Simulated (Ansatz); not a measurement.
# Se: the cost of one run

Computed with Ansatz 0.2.0 (DFT LDA, scalar-relativistic, unless a step's input says otherwise).

## 1. The system as given

Symmetry: P3_121, No. 152, trigonal system. Conventional cell: a = 4.366 Å, b = 4.366 Å, c = 4.954 Å, α = 90.00°, β = 90.00°, γ = 120.00°. Around Se (site symmetry 2) lie 2 Se at 2.37 Å.

Coordinates:

```
CELL_PARAMETERS angstrom
4.36620 0.00000 0.00000
-2.18310 3.78124 0.00000
0.00000 0.00000 4.95360
ATOMIC_POSITIONS crystal
Se 0.22540 0.00000 0.33333
Se 0.00000 0.22540 0.66667
Se 0.77460 0.77460 0.00000
```

Atoms are numbered in the order of the input: Se1, Se2, Se3.

## 2. Volume × 0.94, LAPW

Input file input.yaml:

```yaml
crystal:
  lattice:
    - [4.2770688178, 0.0, 0.0]
    - [-2.138534409, 3.70405025, 0.0]
    - [0.0, 0.0, 4.8524777481]
  atoms:
    - { symbol: Se, position: [0.2254, 0.0, 0.3333333333] }
    - { symbol: Se, position: [0.0, 0.2254, 0.6666666667] }
    - { symbol: Se, position: [0.7746, 0.7746, 0.0] }
kpoints:
  mp_grid: { grid: [6, 6, 5] }
  band_path:
    path:
      - [0.0, 0.0, 0.0]
      - [0.5, 0.0, 0.0]
      - [0.3333333333, 0.3333333333, 0.0]
      - [0.0, 0.0, 0.0]
      - [0.0, 0.0, 0.5]
      - [0.5, 0.0, 0.5]
      - [0.3333333333, 0.3333333333, 0.5]
      - [0.0, 0.0, 0.5]
      - [0.5, 0.0, 0.5]
    npoints: 5
scf:
  occupations: { method: fermi_dirac, width: 0.03 }
hamiltonian:
  xc: lda
  pseudopotentials: { kind: all_electron, lapw: { basis_error: 0.0005 } }
output:
  forces: true
  stress: true
  eigenvalues: true
```

The run is started by

```bash
$ ansatz run input.yaml --threads 1 --pin off --max-ram 4096MiB --backend cpu --events-out ev --progress --plain --runs-dir out
```

**Question.** How long does this run take on 1 thread of Arm Neoverse V1, shared host, and how much memory does it need?

About 70 s, with a peak of 0.39 GiB.
